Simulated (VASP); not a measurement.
# Ru in VASP: a series of runs

The runs below take Ru through single point, with PBE+D3(BJ), optB86b-vdW, rev-vdW-DF2.

Everything below comes from runs of VASP 6.6.1. Logs are shortened: lines on timing, memory, paths and dates and some standing lists are left out, and cuts for length are marked.

## (1) Starting point

The cell holds a slab with vacuum, 16 atoms: a = 5.400 Å, b = 5.400 Å, c = 22.915 Å, α = 90.00°, β = 90.00°, γ = 60.00°.

The cell was built by a generator and needn't be a form met in nature.

## (2) Single point, PBE+D3(BJ)

INCAR reads:

```
ALGO = Fast ; EDIFF = 1E-7
ENCUT = 400 ; GGA = PE
ISIF = 2 ; ISMEAR = 1
ISYM = 0 ; IVDW = 12
KPAR = 4 ; LASPH = True
LCHARG = False ; LREAL = Auto
LWAVE = False ; NBANDS = 126
NELM = 60 ; PREC = Accurate
SIGMA = 0.1
```

KPOINTS reads:

```
k-points
0
Gamma
  6 6 1
```

POSCAR reads:

```
Ru
1.0
    5.4000000000      0.0000000000      0.0000000000
    2.7000000000      4.6765371804      0.0000000000
    0.0000000000      0.0000000000     22.9152000000
Ru
16
Direct
    0.8333000000      0.3333000000      0.1091000000
    0.3333000000      0.3333000000      0.1091000000
    0.8333000000      0.8333000000      0.1091000000
    0.3333000000      0.8333000000      0.1091000000
    0.0000000000      0.0000000000      0.2024000000
    0.5000000000      0.0000000000      0.2024000000
    0.0000000000      0.5000000000      0.2024000000
    0.5000000000      0.5000000000      0.2024000000
    0.8334000000      0.3333000000      0.2952000000
    0.3333000000      0.3333000000      0.2951000000
    0.8333000000      0.8333000000      0.2952000000
    0.3333000000      0.8334000000      0.2952000000
    0.0000000000      0.0001000000      0.3858000000
    0.4999000000      0.0000000000      0.3858000000
    0.9999000000      0.4999000000      0.3858000000
    0.5001000000      0.5000000000      0.3858000000
```

Potentials or basis: VASP PAW PBE potentials, release 64 (Ru_pv).

Command:

```bash
$ cat potpaw_PBE.64/Ru_pv/POTCAR > POTCAR
$ mpirun -np 4 vasp_std > vasp.out
```

OUTCAR:

```text
EDIFF = 1E-7
   ENCUT = 400
   GGA = PE
   ISIF = 2
   ISMEAR = 1
   ISYM = 0
   IVDW = 12
   LASPH = True
   LREAL = Auto
   NELM = 60
   PREC = Accurate
 IVDW          = 12

 ion  position               nearest neighbor table
   1  0.833  0.333  0.109-   5 2.65   8 2.65   7 2.65   3 2.70   3 2.70   4 2.70   4 2.70   2 2.70
                             2 2.70
   2  0.333  0.333  0.109-   6 2.65   7 2.65   8 2.65   4 2.70   3 2.70   4 2.70   3 2.70   1 2.70
                             1 2.70
   3  0.833  0.833  0.109-   7 2.65   6 2.65   5 2.65   1 2.70   1 2.70   2 2.70   2 2.70   4 2.70
                             4 2.70
   4  0.333  0.833  0.109-   8 2.65   5 2.65   6 2.65   2 2.70   1 2.70   2 2.70   1 2.70   3 2.70
                             3 2.70
   5  0.000  0.000  0.202-   9 2.64  12 2.64  11 2.64   1 2.65   4 2.65   3 2.65   7 2.70   7 2.70
                             8 2.70   8 2.70   6 2.70   6 2.70
   6  0.500  0.000  0.202-  10 2.63  11 2.64  12 2.64   2 2.65   3 2.65   4 2.65   8 2.70   7 2.70
                             8 2.70   7 2.70   5 2.70   5 2.70
   7  0.000  0.500  0.202-  10 2.63  11 2.64   9 2.64   3 2.65   2 2.65   1 2.65   5 2.70   5 2.70
                             6 2.70   6 2.70   8 2.70   8 2.70
   8  0.500  0.500  0.202-  10 2.64  12 2.64   9 2.64   4 2.65   1 2.65   2 2.65   6 2.70   5 2.70
                             6 2.70   5 2.70   7 2.70   7 2.70
   9  0.833  0.333  0.295-  15 2.60  13 2.60  16 2.60   5 2.64   7 2.64   8 2.64  12 2.70  10 2.70
                            11 2.70  11 2.70  12 2.70  10 2.70
  10  0.333  0.333  0.295-  14 2.60  15 2.60  16 2.60   6 2.63   7 2.63   8 2.64  12 2.70   9 2.70
                            11 2.70  11 2.70  12 2.70   9 2.70
  11  0.833  0.833  0.295-  14 2.60  15 2.60  13 2.60   7 2.64   6 2.64   5 2.64   9 2.70  12 2.70
                            10 2.70  10 2.70   9 2.70  12 2.70
  12  0.333  0.833  0.295-  14 2.60  13 2.60  16 2.60   6 2.64   5 2.64   8 2.64   9 2.70  10 2.70
                            11 2.70  11 2.70   9 2.70  10 2.70
  13  0.000  0.000  0.386-   9 2.60  12 2.60  11 2.60  15 2.70  14 2.70  16 2.70  16 2.70  14 2.70
                            15 2.70
  14  0.500  0.000  0.386-  12 2.60  11 2.60  10 2.60  13 2.70  16 2.70  15 2.70  15 2.70  16 2.70
                            13 2.70
  15  1.000  0.500  0.386-   9 2.60  11 2.60  10 2.60  13 2.70  16 2.70  14 2.70  14 2.70  13 2.70
                            16 2.70
  16  0.500  0.500  0.386-   9 2.60  12 2.60  10 2.60  15 2.70  13 2.70  14 2.70  13 2.70  14 2.70
                            15 2.70

IMPORTANT INFORMATION: All symmetrisations will be switched off!
NOSYMM: (Re-)initialisation of all symmetry stuff for point group C_1.

----------------------------------------------------------------------------------------

                                     Primitive cell

  volume of cell :     578.6844

  direct lattice vectors                    reciprocal lattice vectors
     5.400000000  0.000000000  0.000000000     0.185185185 -0.106916717  0.000000000
     2.700000000  4.676537180  0.000000000     0.000000000  0.213833433  0.000000000
     0.000000000  0.000000000 22.915200000     0.000000000  0.000000000  0.043639157

  length of vectors
     5.400000000  5.400000000 22.915200000     0.213833433  0.213833433  0.043639157

  position of ions in fractional coordinates (direct lattice)
     0.833300000  0.333300000  0.109100000
     0.333300000  0.333300000  0.109100000
     0.833300000  0.833300000  0.109100000
     0.333300000  0.833300000  0.109100000
     0.000000000  0.000000000  0.202400000
     0.500000000  0.000000000  0.202400000
[... 8 lines left out ...]
     0.999900000  0.499900000  0.385800000
     0.500100000  0.500000000  0.385800000

  ion indices of the primitive-cell ions
   primitive index   ion index
                 1           1
                 2           2
                 3           3
                 4           4
                 5           5
                 6           6
[... 8 lines left out ...]
                15          15
                16          16

----------------------------------------------------------------------------------------

 KPOINTS: k-points

Automatic generation of k-mesh.
 Grid dimensions read from file:
 generate k-points for:    6    6    1

 Generating k-lattice:

  Cartesian coordinates                     Fractional coordinates (reciprocal lattice)
     0.030864198 -0.017819453  0.000000000     0.166666667  0.000000000  0.000000000
     0.000000000  0.035638906  0.000000000     0.000000000  0.166666667  0.000000000
     0.000000000  0.000000000  0.043639157     0.000000000  0.000000000  1.000000000

  Length of vectors
     0.035638906  0.035638906  0.043639157

  Shift w.r.t. Gamma in fractional coordinates (k-lattice)
     0.000000000  0.000000000  0.000000000

 Subroutine IBZKPT returns following result:
 ===========================================

 Found     20 irreducible k-points:

 Following reciprocal coordinates:
            Coordinates               Weight
  0.000000  0.000000  0.000000      1.000000
  0.166667  0.000000  0.000000      2.000000
  0.166667  0.166667  0.000000      2.000000
  0.000000  0.166667  0.000000      2.000000
  0.333333  0.000000  0.000000      2.000000
  0.333333  0.333333  0.000000      2.000000
[... 12 lines left out ...]
  0.500000 -0.333333  0.000000      2.000000
 -0.333333  0.333333  0.000000      2.000000
   k-points           NKPTS =     20   k-points in BZ     NKDIM =     20   number of bands    NBANDS=    126
   number of dos      NEDOS =    301   number of ions     NIONS =     16
   total plane-waves  NPLWV = 194400
   dimension x,y,z NGX =    36 NGY =   36 NGZ =  150
   dimension x,y,z NGXF=    72 NGYF=   72 NGZF=  300
   ions per type =              16
   NGX,Y,Z   is equivalent  to a cutoff of  11.08, 11.08, 10.88 a.u.
   NGXF,Y,Z  is equivalent  to a cutoff of  22.17, 22.17, 21.76 a.u.
 SYSTEM =  unknown system
   PREC   = accura    normal or accurate (medium, high low for compatibility)
   ISTART =      0    job   : 0-new  1-cont  2-samecut
   ICHARG =      2    charge: 1-file 2-atom 10-const
   ISPIN  =      1    spin polarized calculation?
   LNONCOLLINEAR =      F non collinear calculations
   LSORBIT =      F    spin-orbit coupling
   LASPH  =      T    aspherical Exc in radial PAW
   ENCUT  =  400.0 eV  29.40 Ry    5.42 a.u.   8.81  8.81 37.37*2*pi/ulx,y,z
   NELM   =     60;   NELMIN=  2; NELMDL= -5     # of ELM steps
   EDIFF  = 0.1E-06   stopping-criterion for ELM
   LREAL  =      T    real-space projection
   EDIFFG = 0.1E-05   stopping-criterion for IOM
   NSW    =      0    number of steps for IOM
   IBRION =     -1    ionic relax: 0-MD 1-quasi-New 2-CG
   NFREE  =      0    steps in history (QN), initial steepest desc. (CG)
   ISIF   =      2    stress and relaxation
   ISYM   =      0    0-nonsym 1-usesym 2-fastsym
   POTIM  = 0.5000    time-step for ionic-motion
   TEBEG  =    0.0;   TEEND  =   0.0 temperature during run
   PSTRESS=    0.0 pullay stress
   NELECT =     224.0000    total number of electrons
   NUPDOWN=      -1.0000    fix difference up-down
   EMIN   =  10.00;   EMAX   =-10.00  energy-range for DOS
   EFERMI =   0.00;   METHOD = LEGACY
   ISMEAR =     1;   SIGMA  =   0.10  broadening in eV -4-tet -1-fermi 0-gaus
   EFERMI_NEDOS =   21; number of points for ismear=-14 and -15
   IALGO  =     68    algorithm
   IMIX   =      4    mixing-type and parameters
     AMIX     =   0.40;   BMIX     =  1.00
     AMIX_MAG =   1.60;   BMIX_MAG =  1.00
  volume/ion in A,a.u.               =      36.17       244.07
  Fermi-wavevector in a.u.,A,eV,Ry     =   1.193100  2.254632 19.367730  1.423488
  Thomas-Fermi vector in A             =   2.329123
   LORBIT       =      0    0 simple, 1 ext, 2 COOP (PROOUT), +10 PAW based schemes
   GGA     = PE    functional components
   LHFCALC =     F    Hartree Fock is set to
   AEXX    =    0.0000 exact exchange contribution
   IVDW    =    12    specifies the selected vdW correction
   LEPSILON=     F    determine dielectric tensor
   LRPA    =     F    only Hartree local field effects (RPA)
 non-spin polarized calculation
 RMM-DIIS sequential band-by-band and
 Methfessel and Paxton  Order N= 1 SIGMA  =   0.10
  energy-cutoff  :      400.00
  volume of cell :      578.68
 maximum number of plane-waves:     10544
   NGX = 17   NGY = 17   NGZ = 75

 number of electron     223.9999920 magnetization

 Free energy of the ion-electron system (eV)
  ---------------------------------------------------
  ext. energy  EPLUGINS =         0.00000000
  ---------------------------------------------------
  free energy    TOTEN  =      -139.30239765 eV

  energy without entropy =     -139.29904155  energy(sigma->0) =     -139.30127895

 E-fermi :   1.7126     XC(G=0):  -6.1708

 val. band max:        1.6951741364   @ k =  -0.1667   0.3333   0.0000
 cond. band min:       1.7209990711   @ k =   0.5000   0.5000   0.0000
 fundamental gap:      0.0258249346
 Fermi energy:         1.7125972087

 k-point     1 :       0.0000    0.0000    0.0000
  band No.  band energies     occupation
      1     -41.9810      2.00000
      2     -41.9809      2.00000
      3     -41.9808      2.00000
      4     -41.9579      2.00000
      5     -41.9075      2.00000
      6     -41.9069      2.00000
[... 116 lines left out ...]
    123       3.1286     -0.00000
    124       3.1481     -0.00000

 k-point     2 :       0.1667    0.0000    0.0000
  band No.  band energies     occupation
      1     -41.9532      2.00000
      2     -41.9530      2.00000
      3     -41.9400      2.00000
      4     -41.9341      2.00000
      5     -41.8835      2.00000
      6     -41.8831      2.00000
[... 2402 lines left out ...]
    123       2.5559     -0.00000
    124       2.5775     -0.00000
 [bands above 124 left out]

------------------------ aborting loop because EDIFF is reached ----------------------------------------

 Edisp (eV)   -7.37513

 E8    (eV) :    -3.4912

  FORCE on cell =-STRESS in cart. coord.  units (eV):
  Direction    XX          YY          ZZ          XY          YZ          ZX
  --------------------------------------------------------------------------------------
  -------------------------------------------------------------------------------------
  Total     -14.18967   -14.18615    -6.16662    -0.00187    -0.00386    -0.00236
  in kB     -39.28630   -39.27654   -17.07324    -0.00518    -0.01070    -0.00653
  external pressure =      -31.88 kB  Pullay stress =        0.00 kB

 VOLUME and BASIS-vectors are now :
 -----------------------------------------------------------------------------
  energy-cutoff  :      400.00
  volume of cell :      578.68
      direct lattice vectors                 reciprocal lattice vectors
     5.400000000  0.000000000  0.000000000     0.185185185 -0.106916717  0.000000000
     2.700000000  4.676537180  0.000000000     0.000000000  0.213833433  0.000000000
     0.000000000  0.000000000 22.915200000     0.000000000  0.000000000  0.043639157

 POSITION                                       TOTAL-FORCE (eV/Angst)
 -----------------------------------------------------------------------------------
      5.39973      1.55869      2.50005         0.000390     -0.000437      0.566439
      2.69973      1.55869      2.50005         0.001258      0.001122      0.565346
      6.74973      3.89696      2.50005         0.002118      0.000928      0.566452
      4.04973      3.89696      2.50005        -0.000462      0.000429      0.566594
      0.00000      0.00000      4.63804        -0.002050     -0.001210     -0.570673
      2.70000      0.00000      4.63804        -0.000641     -0.005482     -0.572362
[... 8 lines left out ...]
      6.74919      2.33780      8.84068         0.006550      0.003090      0.012856
      4.05054      2.33827      8.84068        -0.006122     -0.000558      0.008402
 -----------------------------------------------------------------------------------
    total drift:                                0.000418     -0.000197     -0.006675

  FREE ENERGIE OF THE ION-ELECTRON SYSTEM (eV)
  ---------------------------------------------------
  free  energy   TOTEN  =      -146.6775227606 eV

  energy  without entropy=     -146.6741666531  energy(sigma->0) =     -146.67640406
```

Wall time 10 min (4 MPI ranks of Intel Xeon 6975P-C (Granite Rapids), shared host); peak memory 0.85 GiB.

Results:

```yaml
Free_energy: -146.6775 eV
Largest_force: 0.573 eV/Å
Band_gap_on_the_k_mesh: none (metal or under the smearing width)
Dispersion_energy_per_atom: -0.461 eV
```

Forces in eV/Å, atoms in the order of the input:
```
Ru   0.000  0.000  0.566
Ru   0.001  0.001  0.565
Ru   0.002  0.001  0.566
Ru   0.000  0.000  0.567
Ru  -0.002 -0.001 -0.571
Ru  -0.001 -0.005 -0.572
Ru  -0.005  0.002 -0.573
Ru   0.003  0.002 -0.571
Ru  -0.007  0.003 -0.016
Ru   0.005  0.004  0.017
Ru   0.003  0.002 -0.015
Ru  -0.001 -0.007 -0.015
Ru  -0.004 -0.005  0.016
Ru   0.004  0.001  0.013
Ru   0.007  0.003  0.013
Ru  -0.006 -0.001  0.008
```

## (3) Single point, optB86b-vdW

INCAR reads:

```
AGGAC = 0.0 ; ALGO = Fast
EDIFF = 1E-7 ; ENCUT = 400
GGA = MK ; ISIF = 2
ISMEAR = 1 ; ISYM = 0
KPAR = 4 ; LASPH = True
LCHARG = False ; LREAL = Auto
LUSE_VDW = True ; LWAVE = False
NBANDS = 126 ; NELM = 60
PARAM1 = 0.1234 ; PARAM2 = 1.0
PREC = Accurate ; SIGMA = 0.1
```

KPOINTS is that of step 2.

POSCAR is that of step 2.

Potentials or basis: VASP PAW PBE potentials, release 64 (Ru_pv).

Command:

```bash
$ cat potpaw_PBE.64/Ru_pv/POTCAR > POTCAR
$ mpirun -np 4 vasp_std > vasp.out
```

Wall time 20 min (4 MPI ranks of Intel Xeon 6975P-C (Granite Rapids), shared host); peak memory 1.7 GiB.

The run converged. Its results:

```yaml
Free_energy: -92.1960 eV
Largest_force: 0.637 eV/Å
Band_gap_on_the_k_mesh: none (metal or under the smearing width)
```

Forces on the atoms (eV/Å):
```
Ru   0.000  0.000  0.581
Ru   0.001  0.001  0.580
Ru   0.002  0.001  0.581
Ru   0.000  0.000  0.581
Ru  -0.002 -0.001 -0.635
Ru  -0.001 -0.005 -0.636
Ru  -0.005  0.002 -0.637
Ru   0.003  0.002 -0.635
Ru  -0.007  0.003  0.053
Ru   0.005  0.004  0.086
Ru   0.003  0.002  0.054
Ru  -0.001 -0.007  0.053
Ru  -0.004 -0.004 -0.003
Ru   0.004  0.001 -0.006
Ru   0.006  0.003 -0.006
Ru  -0.006 -0.001 -0.011
```

Levels at points of the mesh, in eV from the Fermi level:
```
           k point  band 110  band 111  band 112  band 113  band 114  band 115  band 116  band 117
(0.00, 0.00, 0.00)      0.21      0.99      0.99      1.08      1.08      1.08      1.19      1.19
(0.50, 0.00, 0.00)     -0.61     -0.56     -0.56     -0.07     -0.07      0.00      0.00      0.05
(0.50, 0.50, 0.00)     -0.61     -0.56     -0.56     -0.07     -0.07      0.00      0.00      0.05
(0.00, 0.50, 0.00)     -0.62     -0.56     -0.56     -0.07     -0.07      0.00      0.00      0.05
```

Caveat: the PAW data sets were made with another functional, which shifts forces and pressure a little.

## (4) Single point, rev-vdW-DF2

Edit INCAR of step 3 so:

```diff
@@ -8,3 +8,4 @@
 NBANDS = 126 ; NELM = 60
-PARAM1 = 0.1234 ; PARAM2 = 1.0
+PARAM1 = 0.1234 ; PARAM2 = 0.711357
 PREC = Accurate ; SIGMA = 0.1
+ZAB_VDW = -1.8867
```

KPOINTS is that of step 3.

POSCAR is that of step 3.

Command:

```bash
$ cat potpaw_PBE.64/Ru_pv/POTCAR > POTCAR
$ mpirun -np 4 vasp_std > vasp.out
```

It took 21 min on 4 MPI ranks of Intel Xeon 6975P-C (Granite Rapids), shared host; peak memory 1.7 GiB.

Results (log left out):

```yaml
Free_energy: -96.4444 eV
Largest_force: 0.635 eV/Å
Band_gap_on_the_k_mesh: none (metal or under the smearing width)
```

Forces on the atoms (eV/Å):
```
Ru   0.000  0.000  0.560
Ru   0.001  0.001  0.559
Ru   0.002  0.001  0.560
Ru   0.000  0.000  0.560
Ru  -0.002 -0.001 -0.632
Ru  -0.001 -0.005 -0.634
Ru  -0.005  0.002 -0.635
Ru   0.003  0.002 -0.632
Ru  -0.007  0.003  0.050
Ru   0.005  0.004  0.083
Ru   0.003  0.002  0.051
Ru  -0.001 -0.007  0.051
Ru  -0.004 -0.004  0.018
Ru   0.004  0.001  0.016
Ru   0.006  0.003  0.015
Ru  -0.006 -0.001  0.011
```

Levels at points of the mesh, in eV from the Fermi level:
```tsv
k point	band 111	band 112	band 113	band 114	band 115	band 116
(0.00, 0.00, 0.00)	0.99	0.99	1.08	1.08	1.08	1.19
(0.50, 0.00, 0.00)	-0.56	-0.56	-0.07	-0.07	0.00	0.00
(0.50, 0.50, 0.00)	-0.56	-0.56	-0.07	-0.07	0.00	0.00
(0.00, 0.50, 0.00)	-0.56	-0.56	-0.07	-0.07	0.00	0.00
```

Caveat: the PAW data sets were made with another functional, which shifts forces and pressure a little.

## (5) Summary

| level | gap on the mesh (eV) | largest force (eV/Å) |
| --- | --- | --- |
| PBE+D3(BJ) | none | 0.57 |
| optB86b-vdW | none | 0.64 |
| rev-vdW-DF2 | none | 0.63 |

Alike in all rows: task single point; potentials or basis VASP PAW PBE potentials, release 64 (Ru_pv); no spin polarisation; cell as given; k mesh 6 × 6 × 1; cutoff (eV) 400; smearing methfessel-paxton 0.1 eV.

Every run on the cell as given and a fine mesh finds a metal.

Caveats: the PAW data sets were made with another functional, which shifts forces and pressure a little (some runs).

Total energies depend on the potentials used, so only differences within one code and one set of settings carry meaning.
